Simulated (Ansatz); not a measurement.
# NbP (CsCl type): the cost of one run

Computed with Ansatz 0.2.0 (DFT PBE, with the methods named in each step, unless a step's input says otherwise).

2 further runs of the same task are left out: 2 that didn't finish.

## Step 1: Starting point

The structure is cubic, space group Pm-3m (No. 221). Conventional cell: a = 2.822 Å, b = 2.822 Å, c = 2.822 Å, α = 90.00°, β = 90.00°, γ = 90.00°. Around Nb (site symmetry m-3m) lie 8 P at 2.44 Å. Around P (site symmetry m-3m) lie 8 Nb at 2.44 Å.

Structure file:

```
CELL_PARAMETERS angstrom
2.82192 0.00000 0.00000
0.00000 2.82192 0.00000
0.00000 0.00000 2.82192
ATOMIC_POSITIONS crystal
Nb 0.00000 0.00000 0.00000
P 0.50000 0.50000 0.50000
```

Whether this phase is the stable one at these pressures isn't tested.

Atoms are numbered in the order of the input: Nb1, P2.

## Step 2: Cell relaxed at zero pressure, PAW

Input file input.yaml:

```yaml
crystal:
  lattice:
    - [2.8219220654, 0.0, 0.0]
    - [0.0, 2.8219220654, 0.0]
    - [0.0, 0.0, 2.8219220654]
  atoms:
    - { symbol: Nb, position: [0.0, 0.0, 0.0] }
    - { symbol: P, position: [0.5, 0.5, 0.5] }
kpoints:
  mp_grid: { grid: [13, 13, 13] }
scf:
  occupations: { method: fermi_dirac, width: 0.1 }
hamiltonian:
  xc: pbe
  pseudopotentials: { kind: paw }
output:
  forces: true
  stress: true
relax:
  f_tol: 0.005
  max_steps: 40
  cell: {}
```

On the command line:

```sh
$ ansatz run input.yaml --threads 1 --pin off --max-ram 2048MiB --backend cpu --events-out ev --progress --plain --runs-dir out
```

What time and memory should one allow on 1 thread of Arm Neoverse N1, shared host?

About 20 s, with a peak of 0.33 GiB.
